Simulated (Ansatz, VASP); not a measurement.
AlN: VASP beside Ansatz

INCAR

```
PREC = Accurate
ENCUT = 520
EDIFF = 1E-8
ISMEAR = -1
SIGMA = 0.02
LREAL = F
LASPH = T
NELM = 60
ALGO = Normal
ISIF = 2
LWAVE = F
LCHARG = F
GGA = PS
LEFG = T
NBANDS = 16
```

The input KPOINTS:

```
regular mesh
0
Gamma
  11 11 6
```

POSCAR

```
AlN
1.0
    3.1110021516      0.0000000000      0.0000000000
   -1.5555010758      2.6942068945      0.0000000000
    0.0000000000      0.0000000000      5.0775600000
Al N
2 2
Direct
    0.3333333333      0.6666666667      0.0000000000
    0.6666666667      0.3333333333      0.5000000000
    0.3333333333      0.6666666667      0.3850000000
    0.6666666667      0.3333333333      0.8850000000
```

Input for Ansatz:

```yaml
crystal:
  lattice:
    - [3.1110021516, 0.0, 0.0]
    - [-1.5555010758, 2.6942068945, 0.0]
    - [0.0, 0.0, 5.07756]
  atoms:
    - { symbol: Al, position: [0.3333333333, 0.6666666667, 0.0] }
    - { symbol: Al, position: [0.6666666667, 0.3333333333, 0.5] }
    - { symbol: "N", position: [0.3333333333, 0.6666666667, 0.385] }
    - { symbol: "N", position: [0.6666666667, 0.3333333333, 0.885] }
kpoints:
  mp_grid: { grid: [11, 11, 6] }
scf:
  occupations: { method: fermi_dirac, width: 0.02 }
hamiltonian:
  xc: pbesol
  pseudopotentials: { kind: all_electron, datasets: crystal }
output:
  forces: true
  stress: true
  eigenvalues: true
  efg: { contact_densities: true }
```

Change from the starting cell: zz strain of +2 %, crystal datasets.

Alike in both runs: task electric field gradients; functional PBEsol; k mesh 11 × 11 × 6; occupations fermi-dirac, width 0.02 eV; no spin polarisation.

|  | VASP | Ansatz |
| --- | --- | --- |
| version | VASP 6.6.1 | Ansatz 0.2.0 |
| potentials or method | VASP PAW PBE potentials, release 64 (Al, N) | all-electron PAW with datasets made for the crystal, scalar-relativistic |
| plane-wave cutoff (eV) | 520 | see its input |

```csv
,VASP,Ansatz,Ansatz less VASP
gap on the k mesh at the Fermi level (eV),3.96,3.95,-0.006
pressure (GPa),-3.0,-3.1,-0.09
largest component of the traceless stress (GPa),5.78,5.68,-0.095
rms of the force components (eV/Å),0.209,0.206,-0.0026
Vzz of the field gradient on the site that differs most (V/Å²),12.8,12.1,-0.65
```

Atom by atom the forces differ by 0.003 eV/Å (rms over components). Ansatz ran all-electron here, so the differences hold the error of VASP's frozen core and of both bases.

Caveats: the PAW data sets were made with another functional, which shifts forces and pressure a little (VASP); an odd mesh through Γ misses points on the zone boundary, where band edges often lie.
